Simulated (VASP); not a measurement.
# TiO$_{2}$ (fluorite): gaps by functional in VASP

```
CELL_PARAMETERS angstrom
0.00000 2.39683 2.39683
2.39683 0.00000 2.39683
2.39683 2.39683 0.00000
ATOMIC_POSITIONS crystal
Ti 0.00000 0.00000 0.00000
O 0.25000 0.25000 0.25000
O 0.75000 0.75000 0.75000
```

All runs share this cell. Band v is the last that the valence electrons fill when counted band by band, and c is the next. A negative gap between them is a band overlap, as in a metal.

```tsv
level	gap (eV)	least direct gap (eV)	pressure (GPa)
PBE	1.13	1.84	6.8
r²SCAN	1.55	2.24	1.5
LDA	1.00	1.73	-8.6
PBEsol	1.07	1.78	-1.9
```
